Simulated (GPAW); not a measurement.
Crystal: Mg.

```
CELL_PARAMETERS angstrom
3.20930 0.00000 0.00000
-1.60465 2.77934 0.00000
0.00000 0.00000 5.21030
ATOMIC_POSITIONS crystal
Mg 0.66667 0.33333 0.75000
Mg 0.33333 0.66667 0.25000
```

* Program: GPAW 26.7.0
* Task: relaxation of cell and atoms
* Functional: PBE
* Dispersion: D3(BJ)
* Potentials or basis: GPAW PAW data sets (gpaw-data 1.2.1)
* Cutoff: 800 eV
* Basis: pw
* k mesh: 10 × 10 × 5
* Occupations: fermi-dirac, width 0.05 eV
* Spin: no spin polarisation

At the start: pressure -2.4 GPa; volume 23.24 Å³/atom.

Task: Where does the relaxation end?

Result: Over 6 steps the energy falls by 14.8 meV/atom and the volume is 21.88 Å³/atom (-5.8 %); space group P6_3/mmc (No. 194, to 0.05 Å).

The path:
```csv
step,energy change (eV),largest force (eV/Å),pressure (GPa),volume (Å³)
1,0.0000,0.0000,-2.36,46.47
2,-0.0051,0.0000,-2.14,46.13
3,-0.0272,0.0000,0.34,43.07
4,-0.0275,0.0000,0.10,43.33
5,-0.0279,0.0000,0.01,43.44
6,-0.0296,0.0000,-0.26,43.76
```

Final structure:
```cif
data_structure
_symmetry_space_group_name_H-M 'P 1'
_symmetry_Int_Tables_number 1
_cell_length_a 3.1190
_cell_length_b 3.1190
_cell_length_c 5.1938
_cell_angle_alpha 90.000
_cell_angle_beta 90.000
_cell_angle_gamma 120.000
_cell_volume 43.76
loop_
_atom_site_label
_atom_site_type_symbol
_atom_site_fract_x
_atom_site_fract_y
_atom_site_fract_z
_atom_site_occupancy
Mg1 Mg 0.66667 0.33333 0.75000 1
Mg2 Mg 0.33333 0.66667 0.25000 1
```

Caveat: later steps reuse the first step's grids; pairwise dispersion overbinds metals, which lowers pressure and volume.
